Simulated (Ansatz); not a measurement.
I, space group Im-3m: an equation of state with a fit, run with the Ansatz DFT code, driven from Python.

`eos_i.py`:
```python
import warnings

import ansatz
import numpy as np
from pymatgen.analysis.eos import EOS

VECTORS = np.array([
    [-2.0894, 2.0894, 2.0894],
    [2.0894, -2.0894, 2.0894],
    [2.0894, 2.0894, -2.0894],
])
SITES = [
    ("I", [0.0, 0.0, 0.0]),
]


def on_lattice(cell):
    crystal = ansatz.Crystal(lattice=ansatz.Lattice.of(cell))
    for symbol, position in SITES:
        crystal = crystal.atom(symbol, position)
    return crystal

warnings.simplefilter("ignore", ansatz.DeckWarning)

volumes, energies = [], []
for scale in np.linspace(0.95, 1.07, 5):
    cell = VECTORS * scale ** (1 / 3)
    calculation = (
        on_lattice(cell).calculation()
        .functional("pbe")
        .occupations("fermi_dirac", width=0.1)
        .basis(500)
        .kpoints(8, 8, 8)
    )
    r = calculation.run(threads=1, backend="cpu").report
    volumes.append(abs(np.linalg.det(cell)) / len(SITES))
    energies.append(r["free_energy_ev"] / len(SITES))
    print(f"V = {volumes[-1]:8.4f} A^3/atom  F = {energies[-1]:.5f} eV/atom")

for form in ["pourier_tarantola", "birch_murnaghan"]:
    fit = EOS(eos_name=form).fit(volumes, energies)
    print(f"{form:18s} V0 {fit.v0:8.4f} A^3/atom  B0 {fit.b0_GPa:7.1f} GPa  B1 {fit.b1:5.2f}")
```

From its runs, with one value withheld:

| V (Å³/atom) | F less the lowest row shown (meV/atom) |
| --- | --- |
| 34.662 | ? |
| 35.756 | 0.76 |
| 36.851 | 0.00 |
| 37.945 | 3.49 |
| 39.040 | 10.44 |

What is the missing energy at 34.662 Å³ an atom?

A third-order Birch-Murnaghan fit, E = E0 + (9 V0 B0 / 16) [(t - 1)³ B' + (t - 1)² (6 - 4t)] with t = (V0/V)^(2/3), through the 4 rows shown gives V0 = 36.475 Å³, B0 = 22.2 GPa, B' = 5.81 and E0 = -0.26 meV. At V = 34.662 Å³, t = 1.03458, and the fit extrapolates to 6.75 meV. The run gave 6.74 meV, a miss of 0.00 meV.

Reading the output:
- The cell holds an odd number of electrons and is run without spin, so a magnetic state may lie lower.
- The mesh is modest for a metal, so energies can be off by several to tens of meV an atom and pressures by half a GPa or more; differences at equal mesh fare better.
- This isn't the structure that I takes at ambient conditions.
- Cost: roughly 2.2 core-seconds.
